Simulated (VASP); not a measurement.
# GaSb: single point with PBEsol

Crystal: GaSb.

```
Ga Sb
1.0
     0.00000    2.58530    2.58530
     2.58530    0.00000    2.58530
     2.58530    2.58530    0.00000
Ga Sb
1 1
Direct
  0.00000 0.00000 0.00000
  0.50000 0.50000 0.50000
```

Measurements of this composition are mostly on another form, of space group No. 216.

The cell isn't the ideal one: N replaced by Sb, lengths x 1.211, strained and moved within the space group.

| Quantity | Value |
| --- | --- |
| Program | VASP 6.6.1 |
| Task | single point |
| Functional | PBEsol |
| Potentials or basis | VASP PAW PBE potentials, release 64 (Ga_d, Sb) |
| Cutoff | 520 eV |
| k mesh | 6 × 6 × 6 |
| Occupations | gaussian, width 0.1 eV |
| Spin | no spin polarisation |

```yaml
Pressure: 38.4 GPa
Band_gap_on_the_k_mesh: none (metal or under the smearing width)
```

Levels at points of the mesh, in eV from the Fermi level:
| k point | band 5 | band 6 | band 7 | band 8 | band 9 | band 10 | band 11 | band 12 | band 13 | band 14 |
| --- | --- | --- | --- | --- | --- | --- | --- | --- | --- | --- |
| (0.00, 0.00, 0.00) | -15.56 | -14.95 | 0.04 | 0.04 | 0.04 | 3.20 | 6.33 | 6.33 | 6.33 | 7.35 |
| (0.50, 0.00, 0.00) | -15.51 | -11.29 | -9.70 | 0.56 | 0.56 | 1.92 | 1.92 | 3.51 | 3.76 | 12.97 |
| (0.50, 0.50, 0.00) | -15.49 | -9.84 | -7.61 | -3.75 | -3.75 | -3.66 | 2.02 | 11.64 | 11.64 | 13.58 |

Wall time 5.2 s on 1 thread of Intel(R) Xeon(R) 6975P-C (Granite Rapids), on a shared host, peak memory 0.15 GiB.

Caveat: so large a pressure means that the cell lies far from this level's equilibrium, or that cutoff or potentials fall short; the potentials were made for another functional, which shifts forces and pressure. The run has no spin-orbit coupling, so splittings on Sb are missing.
